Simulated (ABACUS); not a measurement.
# Fe (Im-3m) in ABACUS: notebook

Runs on Fe. Level: PBE. Tasks: equation of state.

All numbers are computed with ABACUS 3.10.1; they aren't measurements. Logs are shortened: lines on timing, memory, paths and dates and some standing lists are left out, and cuts for length are marked.

**The experiment to reproduce.**

From “Pressure Induced Densification and Compression in a Reprocessed Borosilicate Glass”, 2018, pmc:5793612, for a bulk crystal of Fe: bulk modulus 166.4 GPa.

The results are compared with them further down.

**1. The structure**

Symmetry: Im-3m, No. 229, cubic system. The conventional cell has a = 2.886 Å, b = 2.886 Å, c = 2.886 Å, α = 90.00°, β = 90.00°, γ = 90.00°. Fe (site symmetry m-3m) is surrounded by 8 Fe at 2.50 Å.

**2. Equation of state, PBE, collinear spin, ferromagnetic start, 11.30 Å³/atom (volume scaled by 0.94)**

INPUT

```
INPUT_PARAMETERS
suffix              Fe
calculation         scf
basis_type          lcao
pseudo_dir          ./
orbital_dir         ./
symmetry            1
dft_functional      pbe
ecutwfc             100
pseudo_rcut         10
nspin               2
nbands              14
ks_solver           genelpa
smearing_method     fd
smearing_sigma      0.00367493
scf_thr             1e-07
scf_nmax            100
mixing_type         broyden
mixing_beta         0.4
cal_force           1
cal_stress          1
out_mul             1
```

STRU

```
ATOMIC_SPECIES
Fe 55.8450 Fe.upf

NUMERICAL_ORBITAL
Fe_confined-atom_7au_4s3p3d1f.orb

LATTICE_CONSTANT
1.8897261246

LATTICE_VECTORS
-1.4135427549 1.4135427549 1.4135427549
1.4135427549 -1.4135427549 1.4135427549
1.4135427549 1.4135427549 -1.4135427549

ATOMIC_POSITIONS
Direct

Fe
0.0
1
0.0000000000 0.0000000000 0.0000000000 1 1 1 mag 3
```

KPT

```
K_POINTS
0
Gamma
13 13 13 0 0 0
```

Potentials or basis: PseudoDojo NC SR 0.4.1 PBE standard, TZDP LCAO (the cutoffs set its grid).

Command:

```
$ OMP_NUM_THREADS=1 mpirun -np 4 abacus > log
```

running log:

```text
ABACUS v3.10.1

               Atomic-orbital Based Ab-initio Computation at UStc

 ------------------------------------------------------------------------------------

 READING GENERAL INFORMATION
                           global_out_dir = OUT.Fe/
                           global_in_card = INPUT
                               pseudo_dir = ./
                              orbital_dir = ./
                                    DSIZE = 4
                                    GSIZE = 1

 READING UNITCELL INFORMATION
                                    ntype = 1
                  lattice constant (Bohr) = 1.88973
              lattice constant (Angstrom) = 1

 READING ATOM TYPE 1
                               atom label = Fe
                      L=0, number of zeta = 4
                      L=1, number of zeta = 3
                      L=2, number of zeta = 3
                      L=3, number of zeta = 1
             number of atom for this type = 1
               magnetization of element 1 = 3

                        TOTAL ATOM NUMBER = 1
DIRECT COORDINATES
    atom                   x                   y                   z     mag                  vx                  vy                  vz
taud_Fe1            0.0000000000        0.0000000000        0.0000000000  3.0000        0.0000000000        0.0000000000        0.0000000000

                          Volume (Bohr^3) = 76.2401
                             Volume (A^3) = 11.2976

 Lattice vectors: (Cartesian coordinate: in unit of a_0)
             -1.41354            +1.41354            +1.41354
             +1.41354            -1.41354            +1.41354
             +1.41354            +1.41354            -1.41354
 Reciprocal vectors: (Cartesian coordinate: in unit of 2 pi/a_0)
                   +0           +0.353721           +0.353721
            +0.353721                  +0           +0.353721
            +0.353721           +0.353721                  +0
 The esolver type has been set to : ksdft_lcao

                PAO radial cut off (Bohr) = 10

 Read in pseudopotential file is Fe.upf
                     pseudopotential type = NC
          exchange-correlation functional = PBE
                 nonlocal core correction = 1
                        valence electrons = 16
                                     lmax = 2
                           number of zeta = 4
                     number of projectors = 6
                           L of projector = 0
                           L of projector = 0
                           L of projector = 1
                           L of projector = 1
                           L of projector = 2
                           L of projector = 2
     initial pseudo atomic orbital number = 10
 The readin total magnetization is 3

 SETUP THE ELECTRONS NUMBER
            electron number of element Fe = 16
      total electron number of element Fe = 16
            AUTOSET number of electrons:  = 16
                           occupied bands = 8
                                   NLOCAL = 35
                                   NBANDS = 14
                                   NBANDS = 14
                                   NLOCAL = 35

%%%%%%%%%%%%%%%%%%%%%%%%%%%%%%%%%%%%%%%%%%%%%%%%%%%%%%%%%%%%%%%%%%%%%%%%%%%%%%%%%%%%%%%%%%%%%%%%%%%%%%%%%%
 Warning: the number of valence electrons in pseudopotential > 8 for Fe: [Ar] 3d6 4s2
 Pseudopotentials with additional electrons can yield (more) accurate outcomes, but may be less efficient.
 If you're confident that your chosen pseudopotential is appropriate, you can safely ignore this warning.
%%%%%%%%%%%%%%%%%%%%%%%%%%%%%%%%%%%%%%%%%%%%%%%%%%%%%%%%%%%%%%%%%%%%%%%%%%%%%%%%%%%%%%%%%%%%%%%%%%%%%%%%%%

 SETUP THE PLANE WAVE BASIS
 energy cutoff for charge/potential (unit:Ry) = 400
            fft grid for charge/potential = [ 30, 30, 30 ]
                        fft grid division = [ 2, 2, 2 ]
        big fft grid for charge/potential = [ 15, 15, 15 ]
                                     nbxx = 900
                                     nrxx = 7200

 SETUP PLANE WAVES FOR CHARGE/POTENTIAL
                    number of plane waves = 10185
                         number of sticks = 637

 PARALLEL PW FOR CHARGE/POTENTIAL
     PROC   COLUMNS(POT)             PW
        1            159           2547
        2            159           2546
        3            160           2546
        4            159           2546
 --------------- sum -------------------
        4            637          10185
                            number of |g| = 134
                                  max |g| = 36.0342
                                  min |g| = 0
[... 58 lines left out ...]
       1  0.00000000  0.00000000  0.00000000  0.0005       0
       2 -0.07692308  0.07692308  0.00000000  0.0055       1
       3 -0.15384615  0.15384615  0.00000000  0.0055       2
       4 -0.23076923  0.23076923  0.00000000  0.0055       3
       5 -0.30769231  0.30769231  0.00000000  0.0055       4
       6 -0.38461538  0.38461538  0.00000000  0.0055       5
[... 22 lines left out ...]
      29 -0.15384615 -0.23076923  0.46153846  0.0218     198
      30  0.46153846  0.30769231  0.15384615  0.0218     199
[... 54 further k points ...]

                               nkstot now = 84
[... K-POINTS DIRECT COORDINATES: 84 rows ...]

           k-point number in this process = 84
       minimum distributed K point number = 84
[... stars of the k points ...]
                             nks(nspin=2) = 168
                          nkstot(nspin=2) = 168

[... K-POINTS CARTESIAN COORDINATES: 168 rows ...]

[... K-POINTS DIRECT COORDINATES: 168 rows ...]

 SETUP PLANE WAVES FOR WAVE FUNCTIONS
     energy cutoff for wavefunc (unit:Ry) = 100
              fft grid for wave functions = [ 30, 30, 30 ]
                    number of plane waves = 2171
                         number of sticks = 229

 PARALLEL PW FOR WAVE FUNCTIONS
     PROC   COLUMNS(POT)             PW
        1             58            543
        2             58            543
        3             56            543
        4             57            542
 --------------- sum -------------------
        4            229           2171

 SET NONLOCAL PSEUDOPOTENTIAL PROJECTORS
 max number of nonlocal projetors among all species is 6

 -------------------------------------------
 SELF-CONSISTENT
 -------------------------------------------

 SETUP SEARCHING RADIUS FOR PROGRAM TO SEARCH ADJACENT ATOMS
                  longest orb rcut (Bohr) = 7
   longest nonlocal projector rcut (Bohr) = 1.58
                     search radius (Bohr) = 17.2
              searching radius is (Bohr)) = 17.2
         searching radius unit is (Bohr)) = 1.89
                         PeriodicBoundary = 1
                        Radius(unit:lat0) = 9.08
                                   glayer = [ 6, 6, 6 ]
                             glayer_minus = [ 5, 5, 5 ]

Find the coordinate range of the input atom(unit:lat0).
                                  min_tau = [ -21.2, -21.2, -21.2 ]
                                  max_tau = [ 21.2, 21.2, 21.2 ]
                                BoxNumber = [ 11, 11, 11 ]

 SETUP EXTENDED REAL SPACE GRID FOR GRID INTEGRATION
                          real space grid = [ 30, 30, 30 ]
                 big cell numbers in grid = [ 15, 15, 15 ]
             meshcell numbers in big cell = [ 2, 2, 2 ]
                        extended fft grid = [ 28, 28, 28 ]
                dimension of extened grid = [ 72, 72, 72 ]
                            UnitCellTotal = 125
              Atom number in sub-FFT-grid = 1
    Local orbitals number in sub-FFT-grid = 35
                                ParaV.nnr = 58644
                                 init_chg = atomic

 LCAO ALGORITHM --------------- ION=   1  ELEC=   1--------------------------------
          total magnetism (Bohr mag/cell) = 2.41735
       absolute magnetism (Bohr mag/cell) = 2.44059
                        nelec for spin up = 9.20868
                      nelec for spin down = 6.79132
[... 196 lines left out ...]
 Density error is 1.20782834814e-08
----------------------------------------------------------
     Energy           Rydberg                 eV
----------------------------------------------------------
 E_KohnSham     -250.6761572785      -3410.6240917312
 E_KS(sigma->0) -250.6758108050      -3410.6193777183
 E_Harris       -250.6761572758      -3410.6240916947
 E_band         -15.3830313992       -209.2968795424
 E_one_elec     -101.7556093451      -1384.4560905552
 E_Hartree      61.0415331316        830.5126652450
 E_xc           -35.5752061662       -484.0255113849
 E_Ewald        -174.3861819519      -2372.6457270104
 E_entropy(-TS) -0.0006929469        -0.0094280258
 E_descf        0.0000000000         0.0000000000
 E_exx          0.0000000000         0.0000000000
 E_Fermi        1.3725311992         18.6742449916
----------------------------------------------------------

 charge density convergence is achieved
 final etot is -3410.6240917 eV
 EFERMI = 18.674244992 eV

 STATE ENERGY(eV) AND OCCUPATIONS    NSPIN == 2
SPIN UP :
 1/84 kpoint (Cartesian) = 0.0000 0.0000 0.0000 (322 pws)
       1       -69.3339    0.000455166
       2       -35.2054    0.000455166
       3       -35.2054    0.000455166
       4       -35.2054    0.000455166
       5        10.1861    0.000455166
       6        16.3085    0.000455166
       7        16.3085    0.000455166
       8        16.3085    0.000455166
       9        17.5390    0.000455166
      10        17.5390    0.000455166
      11        43.8089        0.00000
      12        43.8089        0.00000
      13        43.8089        0.00000
      14        48.7641        0.00000
[... 66 lines left out ...]
       1       -69.2624     0.00546199
       2       -35.5749     0.00546199
       3       -35.3292     0.00546199
       4       -35.2052     0.00546199
       5        13.6164     0.00546199
       6        15.3416     0.00546199
       7        17.3280     0.00546199
       8        17.6954     0.00546199
       9        17.7752     0.00546199
      10        18.6306     0.00385342
      11        28.7033        0.00000
      12        37.5679        0.00000
      13        39.7858        0.00000
      14        42.2970        0.00000

[... levels at 162 further k points ...]

-------------------------------------------------
 Total Magnetism (uB)
-------------------------------------------------
                        Fe1         2.2152285073
-------------------------------------------------

 correction force for each atom along direction 1 is 1.32445e-13
 correction force for each atom along direction 2 is -3.29115e-14
 correction force for each atom along direction 3 is 1.69417e-13
------------------------------------------------------------------------------------------
 TOTAL-FORCE (eV/Angstrom)
------------------------------------------------------------------------------------------
                       Fe1         0.0000000000         0.0000000000         0.0000000000
------------------------------------------------------------------------------------------

----------------------------------------------------------------
 TOTAL-STRESS (KBAR)
----------------------------------------------------------------
        26.7749023434        -0.0000000000         0.0000000000
         0.0000000000        26.7749023434        -0.0000000000
        -0.0000000000        -0.0000000000        26.7749023434
----------------------------------------------------------------
 TOTAL-PRESSURE: 26.774902 KBAR

 --------------------------------------------
 !FINAL_ETOT_IS -3410.6240917312024976 eV
 --------------------------------------------
```

Wall time 18 s (4 MPI ranks of AMD EPYC 9B45 (Zen 5), shared host); peak memory 0.44 GiB.

Results:

| Item | Value |
| --- | --- |
| Free energy | -3410.6241 eV |
| Pressure | 2.7 GPa |
| Band gap on the k mesh | none (metal or under the smearing width) |
| Net moment | 2.22 μB per cell |
| Absolute moment | 2.35 μB per cell |
| Site moments | Fe +2.22 μB |

Caveat: the atomic orbitals were generated for these runs and aren't a published set; the basis of atomic orbitals isn't converged, which shifts pressures, moduli and gaps.

**3. Equation of state, PBE, collinear spin, ferromagnetic start, 11.54 Å³/atom (volume scaled by 0.96)**

INPUT is that of step 2.

STRU

```
ATOMIC_SPECIES
Fe 55.8450 Fe.upf

NUMERICAL_ORBITAL
Fe_confined-atom_7au_4s3p3d1f.orb

LATTICE_CONSTANT
1.8897261246

LATTICE_VECTORS
-1.4234976093 1.4234976093 1.4234976093
1.4234976093 -1.4234976093 1.4234976093
1.4234976093 1.4234976093 -1.4234976093

ATOMIC_POSITIONS
Direct

Fe
0.0
1
0.0000000000 0.0000000000 0.0000000000 1 1 1 mag 3
```

KPT is that of step 2.

Potentials or basis: PseudoDojo NC SR 0.4.1 PBE standard, TZDP LCAO (the cutoffs set its grid).

Command:

```
$ OMP_NUM_THREADS=1 mpirun -np 4 abacus > log
```

Wall time 17 s (4 MPI ranks of AMD EPYC 9B45 (Zen 5), shared host); peak memory 0.44 GiB.

The run converged. Its results:

- Free energy: -3410.6256 eV
- Pressure: -0.4 GPa
- Band gap on the k mesh: none (metal or under the smearing width)
- Net moment: 2.29 μB per cell
- Absolute moment: 2.44 μB per cell
- Site moments: Fe +2.29 μB

Caveat: the atomic orbitals were generated for these runs and aren't a published set; the basis of atomic orbitals isn't converged, which shifts pressures, moduli and gaps.

**4. Equation of state, PBE, collinear spin, ferromagnetic start, 11.78 Å³/atom (volume scaled by 0.98)**

INPUT is that of step 3.

STRU

```
ATOMIC_SPECIES
Fe 55.8450 Fe.upf

NUMERICAL_ORBITAL
Fe_confined-atom_7au_4s3p3d1f.orb

LATTICE_CONSTANT
1.8897261246

LATTICE_VECTORS
-1.4333151444 1.4333151444 1.4333151444
1.4333151444 -1.4333151444 1.4333151444
1.4333151444 1.4333151444 -1.4333151444

ATOMIC_POSITIONS
Direct

Fe
0.0
1
0.0000000000 0.0000000000 0.0000000000 1 1 1 mag 3
```

KPT is that of step 3.

Command:

```
$ OMP_NUM_THREADS=1 mpirun -np 4 abacus > log
```

Wall time 16 s (4 MPI ranks of AMD EPYC 9B45 (Zen 5), shared host); peak memory 0.44 GiB.

Results (log left out):

| Item | Value |
| --- | --- |
| Free energy | -3410.6231 eV |
| Pressure | -3.1 GPa |
| Band gap on the k mesh | none (metal or under the smearing width) |
| Net moment | 2.36 μB per cell |
| Absolute moment | 2.51 μB per cell |
| Site moments | Fe +2.36 μB |

Caveat: the atomic orbitals were generated for these runs and aren't a published set; the basis of atomic orbitals isn't converged, which shifts pressures, moduli and gaps.

**5. Equation of state, PBE, collinear spin, ferromagnetic start, 12.02 Å³/atom**

INPUT is that of step 4.

STRU

```
ATOMIC_SPECIES
Fe 55.8450 Fe.upf

NUMERICAL_ORBITAL
Fe_confined-atom_7au_4s3p3d1f.orb

LATTICE_CONSTANT
1.8897261246

LATTICE_VECTORS
-1.4430000000 1.4430000000 1.4430000000
1.4430000000 -1.4430000000 1.4430000000
1.4430000000 1.4430000000 -1.4430000000

ATOMIC_POSITIONS
Direct

Fe
0.0
1
0.0000000000 0.0000000000 0.0000000000 1 1 1 mag 3
```

KPT is that of step 4.

Command:

```
$ OMP_NUM_THREADS=1 mpirun -np 4 abacus > log
```

It took 15 s on 4 MPI ranks of AMD EPYC 9B45 (Zen 5), shared host; peak memory 0.44 GiB.

The run converged. Its results:

```yaml
Free_energy: -3410.6168 eV
Pressure: -4.6 GPa
Band_gap_on_the_k_mesh: none (metal or under the smearing width)
Net_moment: 2.46 μB per cell
Absolute_moment: 2.62 μB per cell
Site_moments: Fe +2.46 μB
```

Caveat: the atomic orbitals were generated for these runs and aren't a published set; the basis of atomic orbitals isn't converged, which shifts pressures, moduli and gaps.

**6. Equation of state, PBE, collinear spin, ferromagnetic start, 12.26 Å³/atom (volume scaled by 1.02)**

INPUT is that of step 5.

STRU

```
ATOMIC_SPECIES
Fe 55.8450 Fe.upf

NUMERICAL_ORBITAL
Fe_confined-atom_7au_4s3p3d1f.orb

LATTICE_CONSTANT
1.8897261246

LATTICE_VECTORS
-1.4525565699 1.4525565699 1.4525565699
1.4525565699 -1.4525565699 1.4525565699
1.4525565699 1.4525565699 -1.4525565699

ATOMIC_POSITIONS
Direct

Fe
0.0
1
0.0000000000 0.0000000000 0.0000000000 1 1 1 mag 3
```

KPT is that of step 5.

Potentials or basis: PseudoDojo NC SR 0.4.1 PBE standard, TZDP LCAO (the cutoffs set its grid).

Command:

```
$ OMP_NUM_THREADS=1 mpirun -np 4 abacus > log
```

Wall time 15 s (4 MPI ranks of AMD EPYC 9B45 (Zen 5), shared host); peak memory 0.44 GiB.

Results (log left out):

```
Free energy            : -3410.6092 eV
Pressure               : -5.8 GPa
Band gap on the k mesh : none (metal or under the smearing width)
Net moment             : 2.56 μB per cell
Absolute moment        : 2.73 μB per cell
Site moments           : Fe +2.56 μB
```

Caveat: the atomic orbitals were generated for these runs and aren't a published set; the basis of atomic orbitals isn't converged, which shifts pressures, moduli and gaps.

**7. Equation of state, PBE, collinear spin, ferromagnetic start, 12.50 Å³/atom (volume scaled by 1.04)**

INPUT is that of step 6.

STRU

```
ATOMIC_SPECIES
Fe 55.8450 Fe.upf

NUMERICAL_ORBITAL
Fe_confined-atom_7au_4s3p3d1f.orb

LATTICE_CONSTANT
1.8897261246

LATTICE_VECTORS
-1.4619890197 1.4619890197 1.4619890197
1.4619890197 -1.4619890197 1.4619890197
1.4619890197 1.4619890197 -1.4619890197

ATOMIC_POSITIONS
Direct

Fe
0.0
1
0.0000000000 0.0000000000 0.0000000000 1 1 1 mag 3
```

KPT is that of step 6.

Command:

```
$ OMP_NUM_THREADS=1 mpirun -np 4 abacus > log
```

Run time: 13 s. Hardware: 4 MPI ranks of AMD EPYC 9B45 (Zen 5), shared host; peak memory 0.44 GiB.

It converged, with:

* Free energy: -3410.5990 eV
* Pressure: -7.9 GPa
* Band gap on the k mesh: none (metal or under the smearing width)
* Net moment: 2.60 μB per cell
* Absolute moment: 2.78 μB per cell
* Site moments: Fe +2.60 μB

Caveat: the atomic orbitals were generated for these runs and aren't a published set; the basis of atomic orbitals isn't converged, which shifts pressures, moduli and gaps.

**8. Equation of state, PBE, collinear spin, ferromagnetic start, 12.74 Å³/atom (volume scaled by 1.06)**

INPUT is that of step 7.

STRU

```
ATOMIC_SPECIES
Fe 55.8450 Fe.upf

NUMERICAL_ORBITAL
Fe_confined-atom_7au_4s3p3d1f.orb

LATTICE_CONSTANT
1.8897261246

LATTICE_VECTORS
-1.4713013028 1.4713013028 1.4713013028
1.4713013028 -1.4713013028 1.4713013028
1.4713013028 1.4713013028 -1.4713013028

ATOMIC_POSITIONS
Direct

Fe
0.0
1
0.0000000000 0.0000000000 0.0000000000 1 1 1 mag 3
```

KPT is that of step 7.

Command:

```
$ OMP_NUM_THREADS=1 mpirun -np 4 abacus > log
```

Run time: 13 s. Hardware: 4 MPI ranks of AMD EPYC 9B45 (Zen 5), shared host; peak memory 0.44 GiB.

It converged, with:

| Property | Result |
| --- | --- |
| Free energy | -3410.5853 eV |
| Pressure | -10.3 GPa |
| Band gap on the k mesh | none (metal or under the smearing width) |
| Net moment | 2.63 μB per cell |
| Absolute moment | 2.81 μB per cell |
| Site moments | Fe +2.63 μB |

Caveat: the atomic orbitals were generated for these runs and aren't a published set; the basis of atomic orbitals isn't converged, which shifts pressures, moduli and gaps.

**9. Equation of state, PBE, collinear spin, ferromagnetic start**

Potentials or basis: PseudoDojo NC SR 0.4.1 PBE standard, TZDP LCAO (the cutoffs set its grid).

This step only gathers the single runs of the series.

What came out:

```
Equilibrium volume                      : 11.49 Å³/atom
Bulk modulus                            : 112 GPa
Pressure derivative of the bulk modulus : 4.2 (rough: it moves with the points fitted)
```

Energy against volume, from the lowest point:
```tsv
volume (Å³/atom)	energy (meV/atom)
11.298	1.50
11.538	0.00
11.778	2.54
12.019	8.81
12.259	16.38
12.499	26.55
12.740	40.25
```

Caveat: the atomic orbitals were generated for these runs and aren't a published set; the fit is doubtful: noisy points or a state that changes with volume; the basis of atomic orbitals isn't converged, which shifts pressures, moduli and gaps.

**10. Against experiment**

Step 9. A measured bulk modulus of Fe is 166.4 GPa (quoted in “Pressure Induced Densification and Compression in a Reprocessed Borosilicate Glass”, 2018, pmc:5793612); the calculated 112 GPa misses it by -32.9 %. So large a miss can be the level of theory's own, or it may mean another phase, state or a wrong row. The fit is for a static lattice scaled at fixed shape and fixed fractional positions.
